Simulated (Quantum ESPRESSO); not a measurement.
# In2GaAs3 (I-4m2) in Quantum ESPRESSO: reference runs

Aim: a first look at In2GaAs3 with PBEsol, on the cell as given.

All numbers are computed with Quantum ESPRESSO 7.5; they aren't measurements. Logs are shortened: lines on timing, memory, paths and dates and some standing lists are left out, and cuts for length are marked.

### 1 Starting point

Symmetry: I-4m2, No. 119, tetragonal system. Conventional cell: a = 4.280 Å, b = 4.280 Å, c = 18.120 Å, α = 90.00°, β = 90.00°, γ = 90.00°. Around In (site symmetry 2mm) lie 4 As at 2.66 to 2.67 Å. As (site symmetry 2mm) has 2 Ga at 2.54 Å and 2 In at 2.67 Å as nearest neighbours. Around As (site symmetry -4m2) lie 4 In at 2.66 Å. Around Ga (site symmetry -4m2) lie 4 As at 2.54 Å.

The cell comes from a database or a generator and needn't be the stable form of this composition.

### 2 Single point, PBEsol

pw.in

```
&CONTROL
  calculation = 'scf'
  prefix = 'pwscf'
  outdir = './tmp'
  pseudo_dir = './pseudo'
  tprnfor = .true.
  tstress = .true.
  disk_io = 'low'
/
&SYSTEM
  ibrav = 0
  celldm(1) = 8
  nat = 6
  ntyp = 3
  ecutwfc = 56
  ecutrho = 448
  nbnd = 40
  occupations = 'smearing'
  smearing = 'fd'
  degauss = 0.00367493
/
&ELECTRONS
  conv_thr = 1.2d-09
  electron_maxstep = 120
  mixing_beta = 0.5
/
ATOMIC_SPECIES
In   114.8180 in_pbesol_v1.4.uspp.F.UPF
As    74.9216 as_pbesol_v1.uspp.F.UPF
Ga    69.7230 ga_pbesol_v1.4.uspp.F.UPF
CELL_PARAMETERS alat
 -0.5055452020383   0.5055452020383   2.1401299539477
  0.5055452020383  -0.5055452020383   2.1401299539477
  0.5055452020383   0.5055452020383  -2.1401299539477
ATOMIC_POSITIONS crystal
In     0.6632440000    0.6632440000    0.0000000000
In     0.3367560000    0.3367560000    0.0000000000
As     0.9245250000    0.4245250000    0.5000000000
As     0.5754750000    0.0754750000    0.5000000000
As     0.2500000000    0.7500000000    0.5000000000
Ga     0.0000000000    0.0000000000    0.0000000000
K_POINTS automatic
9 9 9 0 0 0
```

pp_density.in

```
&INPUTPP
  prefix = 'pwscf'
  outdir = './tmp'
  filplot = 'density.dat'
  plot_num = 0
/
&PLOT
  nfile = 1
  filepp(1) = 'density.dat'
  iflag = 3
  output_format = 6
  fileout = 'density.cube'
/
```

pp_potential.in

```
&INPUTPP
  prefix = 'pwscf'
  outdir = './tmp'
  filplot = 'potential.dat'
  plot_num = 11
/
&PLOT
  nfile = 1
  filepp(1) = 'potential.dat'
  iflag = 3
  output_format = 6
  fileout = 'potential.cube'
/
```

Potentials or basis: GBRV 1.5 PBEsol.

Launch:

```console
$ OMP_NUM_THREADS=1 mpirun -n 2 pw.x -nk 2 -in pw.in > pw.out
$ OMP_NUM_THREADS=1 mpirun -n 1 pp.x -in pp_density.in > pp_density.out
$ OMP_NUM_THREADS=1 mpirun -n 1 pp.x -in pp_potential.in > pp_potential.out
```

pw.out:

```text
This program is part of the open-source Quantum ESPRESSO suite
     for quantum simulation of materials; please cite
         "P. Giannozzi et al., J. Phys.:Condens. Matter 21 395502 (2009);
         "P. Giannozzi et al., J. Phys.:Condens. Matter 29 465901 (2017);
         "P. Giannozzi et al., J. Chem. Phys. 152 154105 (2020);
     in publications or presentations arising from this work. More details at

     Message from routine setup:
     using ibrav=0 with symmetry is DISCOURAGED, use correct ibrav instead

     K-points division:     npool     =       2
     Subspace diagonalization in iterative solution of the eigenvalue problem:
     a serial algorithm will be used

     G-vector sticks info
     --------------------
     sticks:   dense  smooth     PW     G-vecs:    dense   smooth      PW
     Sum        6977    3487   1043               179411    63401   10525

     Using Slab Decomposition

     bravais-lattice index     =            0
     lattice parameter (alat)  =       8.0000  a.u.
     unit-cell volume          =    1120.1859 (a.u.)^3
     number of atoms/cell      =            6
     number of atomic types    =            3
     number of electrons       =        60.00
     number of Kohn-Sham states=           40
     kinetic-energy cutoff     =      56.0000  Ry
     charge density cutoff     =     448.0000  Ry
     scf convergence threshold =      1.2E-09
     mixing beta               =       0.5000
     number of iterations used =            8  plain     mixing
     Exchange-correlation= SLA  PW   PSX  PSC
                           (   1   4  10   8   0   0   0)

     celldm(1)=   8.000000  celldm(2)=   0.000000  celldm(3)=   0.000000
     celldm(4)=   0.000000  celldm(5)=   0.000000  celldm(6)=   0.000000

     crystal axes: (cart. coord. in units of alat)
               a(1) = (  -0.505545   0.505545   2.140130 )
               a(2) = (   0.505545  -0.505545   2.140130 )
               a(3) = (   0.505545   0.505545  -2.140130 )

     reciprocal axes: (cart. coord. in units 2 pi/alat)
               b(1) = ( -0.000000  0.989031  0.233631 )
               b(2) = (  0.989031 -0.000000  0.233631 )
               b(3) = (  0.989031  0.989031  0.000000 )

     PseudoPot. # 1 for In read from file:
     in_pbesol_v1.4.uspp.F.UPF
     Pseudo is Ultrasoft + core correction, Zval = 13.0
     Generated by new atomic code, or converted to UPF format
     Using radial grid of  889 points,  6 beta functions with:
                l(1) =   0
                l(2) =   0
                l(3) =   1
                l(4) =   1
                l(5) =   2
                l(6) =   2
     Q(r) pseudized with  6 coefficients,  rinner =    1.400   1.400   1.400
                                                       1.400   1.400

     PseudoPot. # 2 for As read from file:
     as_pbesol_v1.uspp.F.UPF
     Pseudo is Ultrasoft + core correction, Zval =  5.0
     Generated by new atomic code, or converted to UPF format
     Using radial grid of  875 points,  6 beta functions with:
                l(1) =   0
                l(2) =   0
                l(3) =   1
                l(4) =   1
                l(5) =   2
                l(6) =   2
     Q(r) pseudized with  8 coefficients,  rinner =    1.300   1.300   1.300
                                                       1.300   1.300

     PseudoPot. # 3 for Ga read from file:
     ga_pbesol_v1.4.uspp.F.UPF
     Pseudo is Ultrasoft + core correction, Zval = 19.0
     Generated by new atomic code, or converted to UPF format
     Using radial grid of  871 points,  6 beta functions with:
                l(1) =   0
                l(2) =   0
                l(3) =   1
                l(4) =   1
                l(5) =   2
                l(6) =   2
     Q(r) pseudized with  8 coefficients,  rinner =    1.250   1.250   1.250
                                                       1.250   1.250

     atomic species   valence    mass     pseudopotential
     In               13.00   114.81800     In( 1.00)
     As                5.00    74.92160     As( 1.00)
     Ga               19.00    69.72300     Ga( 1.00)

      8 Sym. Ops. (no inversion) found

   Cartesian axes

     site n.     atom                  positions (alat units)
         1        In     tau(   1) = (  -0.0000000   0.0000000   2.8388567  )
         2        In     tau(   2) = (  -0.0000000   0.0000000   1.4414032  )
         3        As     tau(   3) = (   0.0000000   0.5055452   1.8170773  )
         4        As     tau(   4) = (   0.0000000   0.5055452   0.3230526  )
         5        As     tau(   5) = (   0.5055452   0.0000000   1.0700650  )
         6        Ga     tau(   6) = (   0.0000000   0.0000000   0.0000000  )

     number of k points=    75  Fermi-Dirac smearing, width (Ry)=  0.0037
                       cart. coord. in units 2pi/alat
        k(    1) = (   0.0000000   0.0000000   0.0000000), wk =   0.0027435
        k(    2) = (   0.1098924   0.1098924   0.0000000), wk =   0.0109739
        k(    3) = (   0.2197847   0.2197847   0.0000000), wk =   0.0109739
        k(    4) = (   0.3296771   0.3296771   0.0000000), wk =   0.0109739
        k(    5) = (   0.4395694   0.4395694   0.0000000), wk =   0.0109739
        k(    6) = (   0.1098924  -0.0000000   0.0259590), wk =   0.0219479
[... 67 lines left out ...]
        k(   74) = (  -0.0000000  -0.0000000   0.2076717), wk =   0.0054870
        k(   75) = (   0.0000000   0.8791389  -0.0000000), wk =   0.0109739

     Dense  grid:   179411 G-vectors     FFT dimensions: ( 125, 125, 125)

     Smooth grid:    63401 G-vectors     FFT dimensions: (  90,  90,  90)

     Initial potential from superposition of free atoms

     starting charge      55.9993, renormalised to      60.0000
     Starting wfcs are   42 randomized atomic wfcs

     Self-consistent Calculation

     iteration #  1     ecut=    56.00 Ry     beta= 0.50
     Davidson diagonalization with overlap
     ethr =  1.00E-02,  avg # of iterations =  7.3

     total energy              =    -699.00136779 Ry
     estimated scf accuracy    <     157.86673447 Ry
[... 61 lines left out ...]
     total energy              =    -801.40805990 Ry
     estimated scf accuracy    <       0.00460931 Ry

     iteration # 11     ecut=    56.00 Ry     beta= 0.50
     Davidson diagonalization with overlap
     c_bands:  1 eigenvalues not converged
     c_bands:  1 eigenvalues not converged
     ethr =  7.68E-06,  avg # of iterations =  6.3

     total energy              =    -801.40937221 Ry
     estimated scf accuracy    <       0.00027581 Ry

     iteration # 12     ecut=    56.00 Ry     beta= 0.50
     Davidson diagonalization with overlap
     c_bands:  1 eigenvalues not converged
     ethr =  4.60E-07,  avg # of iterations =  4.9

     total energy              =    -801.40958351 Ry
     estimated scf accuracy    <       0.00004256 Ry

     iteration # 13     ecut=    56.00 Ry     beta= 0.50
     Davidson diagonalization with overlap
     ethr =  7.09E-08,  avg # of iterations =  2.1
[... 32 lines left out ...]
     iteration # 18     ecut=    56.00 Ry     beta= 0.50
     Davidson diagonalization with overlap
     ethr =  6.55E-12,  avg # of iterations =  3.7

     End of self-consistent calculation

          k = 0.0000 0.0000 0.0000 (  7937 PWs)   bands (ev):

   -88.1879 -88.1689 -88.1689  -8.7813  -8.7301  -8.7301  -8.7032  -8.6741
    -8.4127  -8.3294  -8.2665  -8.2665  -8.2325  -8.2325  -8.1952  -8.1830
    -8.1763  -8.1677  -5.8354  -4.6078  -4.4918   1.0620   1.1473   3.8255
     3.8255   4.2824   4.2824   5.4157   5.8830   5.9574   5.9574   7.5656
     7.6032   8.2290   8.6993   9.7325   9.7325   9.7397  12.9441  12.9938
[... 331 lines left out ...]
   -88.1879 -88.1689 -88.1689  -8.7725  -8.7485  -8.7268  -8.6978  -8.6789
    -8.4006  -8.3157  -8.3064  -8.2553  -8.2476  -8.2427  -8.1875  -8.1845
    -8.1765  -8.1721  -5.1136  -4.6878  -3.9065   0.1539   1.2196   2.0282
     2.9162   3.3271   3.6095   4.2757   4.9953   5.2284   8.2414   8.3488
     9.1059   9.6307   9.8109  10.6402  10.8082  10.9397  10.9821  11.2702

          k =-0.0000 0.4396-0.0519 (  7916 PWs)   bands (ev):

   -88.1879 -88.1689 -88.1689  -8.7694  -8.7527  -8.7289  -8.6952  -8.6795
    -8.3971  -8.3373  -8.2964  -8.2630  -8.2561  -8.2433  -8.1844  -8.1811
    -8.1736  -8.1674  -4.7435  -4.4188  -4.3002   0.0662   0.3794   1.2282
     3.5533   3.7833   4.5119   4.5536   5.0309   5.2182   7.0125   7.7666
     8.2894  10.1210  10.3268  10.6624  10.6962  10.8903  11.1566  11.2393
[... 43 lines left out ...]
   -88.1879 -88.1689 -88.1689  -8.7706  -8.7621  -8.7188  -8.6945  -8.6829
    -8.4206  -8.3234  -8.3108  -8.2432  -8.2363  -8.2340  -8.1978  -8.1952
    -8.1683  -8.1655  -4.4863  -4.2840  -3.8657  -0.0902   0.7090   0.9893
     3.0708   3.1310   3.3853   3.4975   4.1781   4.3460   8.8317   8.9524
     9.0518   9.1125   9.3395   9.7135  10.6996  10.9814  12.0999  12.6239

          k =-0.0000 0.2198-0.0000 (  7949 PWs)   bands (ev):

   -88.1879 -88.1689 -88.1689  -8.7758  -8.7401  -8.7296  -8.6998  -8.6764
    -8.4019  -8.3202  -8.2914  -8.2630  -8.2504  -8.2361  -8.1859  -8.1798
    -8.1779  -8.1735  -5.5234  -4.4377  -4.3693   0.5839   0.8037   3.1724
     3.5895   3.6850   4.0526   4.5174   5.0664   5.7752   7.3110   7.9342
     8.3771   9.4982   9.7399   9.8894  10.0480  10.6919  11.3685  11.7105
[... 75 lines left out ...]
   -88.1879 -88.1689 -88.1689  -8.7748  -8.7424  -8.7290  -8.6993  -8.6771
    -8.3978  -8.3237  -8.2951  -8.2615  -8.2485  -8.2386  -8.1854  -8.1825
    -8.1754  -8.1747  -5.2852  -4.9283  -3.9098   0.1497   1.5987   2.2665
     2.9503   3.5802   4.2278   4.7333   5.2725   5.5219   7.5254   7.8666
     8.5387   9.5892   9.9079  10.1472  10.6215  10.8017  10.9711  11.3608

          k =-0.0000 0.5495-0.0260 (  7905 PWs)   bands (ev):

   -88.1879 -88.1689 -88.1689  -8.7694  -8.7527  -8.7289  -8.6952  -8.6795
    -8.3966  -8.3381  -8.2965  -8.2628  -8.2560  -8.2433  -8.1843  -8.1813
    -8.1739  -8.1671  -4.6735  -4.5088  -4.2947   0.2336   0.6191   0.7847
     2.9399   4.4940   4.5451   4.8813   5.0464   5.2312   6.7128   7.1962
     8.3508  10.3269  10.5125  10.5967  10.6289  10.9233  11.6622  11.6843
[... 67 lines left out ...]
   -88.1879 -88.1689 -88.1689  -8.7784  -8.7356  -8.7298  -8.7014  -8.6754
    -8.4007  -8.3308  -8.2812  -8.2652  -8.2389  -8.2362  -8.1909  -8.1804
    -8.1774  -8.1711  -5.4609  -5.1732  -3.8836   0.0872   2.3764   2.7777
     3.3741   3.4471   4.5366   4.7874   5.3577   5.6274   7.6010   7.9661
     8.1457   8.5243   9.3183   9.6679  10.3656  10.8062  10.9146  11.2340

          k =-0.0000 0.6594-0.0000 (  7938 PWs)   bands (ev):

   -88.1879 -88.1689 -88.1689  -8.7718  -8.7479  -8.7292  -8.6970  -8.6783
    -8.3953  -8.3305  -8.2979  -8.2594  -8.2591  -8.2396  -8.1824  -8.1790
    -8.1784  -8.1711  -5.0030  -4.7809  -4.0240   0.2278   1.0744   1.2826
     2.6711   4.1874   5.0692   5.1324   5.2332   5.3288   6.6162   6.9542
     8.1535  10.3775  10.4589  10.6198  10.6378  10.9245  11.8872  12.0143
[... 19 lines left out ...]
   -88.1879 -88.1689 -88.1689  -8.7799  -8.7330  -8.7299  -8.7022  -8.6748
    -8.4026  -8.3348  -8.2748  -8.2664  -8.2372  -8.2325  -8.1932  -8.1803
    -8.1774  -8.1694  -5.5170  -5.2667  -3.8833   0.0551   2.7256   2.9066
     3.3716   3.6795   5.0240   5.0625   5.2376   5.3021   7.4047   7.7107
     8.0256   8.2890   9.0963   9.3038  10.7748  10.7750  11.0127  11.0767

     the Fermi energy is     6.0526 ev

!    total energy              =    -801.40958684 Ry
     estimated scf accuracy    <          1.4E-10 Ry
     smearing contrib. (-TS)   =      -0.00004788 Ry
     internal energy E=F+TS    =    -801.40953896 Ry

     The total energy is F=E-TS. E is the sum of the following terms:
     one-electron contribution =    -565.90987871 Ry
     hartree contribution      =     312.91606509 Ry
     xc contribution           =    -216.48330104 Ry
     ewald contribution        =    -331.93242430 Ry

     convergence has been achieved in  18 iterations

     Forces acting on atoms (cartesian axes, Ry/au):

     atom    1 type  1   force =     0.00000000    0.00000000   -0.00177553
     atom    2 type  1   force =     0.00000000   -0.00000000    0.00177553
     atom    3 type  2   force =     0.00000000   -0.00000000   -0.00021058
     atom    4 type  2   force =    -0.00000000    0.00000000    0.00021058
     atom    5 type  2   force =    -0.00000000    0.00000000    0.00000000
     atom    6 type  3   force =     0.00000000    0.00000000    0.00000000

     Total force =     0.002529     Total SCF correction =     0.000024

     Computing stress (Cartesian axis) and pressure

          total   stress  (Ry/bohr**3)                   (kbar)     P=      -26.73
  -0.00018836   0.00000000  -0.00000000          -27.71        0.00       -0.00
   0.00000000  -0.00018836  -0.00000000            0.00      -27.71       -0.00
  -0.00000000  -0.00000000  -0.00016837           -0.00       -0.00      -24.77

=------------------------------------------------------------------------------=
   JOB DONE.
=------------------------------------------------------------------------------=
```

Wall time 30 min (2 MPI ranks of Arm Neoverse V2, shared host); peak memory 1.4 GiB.

What came out:

- Free energy: -10903.7329 eV
- Pressure: -2.7 GPa
- Largest force: 0.046 eV/Å
- Band gap on the k mesh: none (metal or under the smearing width)

Forces in eV/Å, atoms in the order of the input:
```
In   0.000  0.000 -0.046
In   0.000  0.000  0.046
As   0.000  0.000 -0.005
As   0.000  0.000  0.005
As   0.000  0.000  0.000
Ga   0.000  0.000  0.000
```
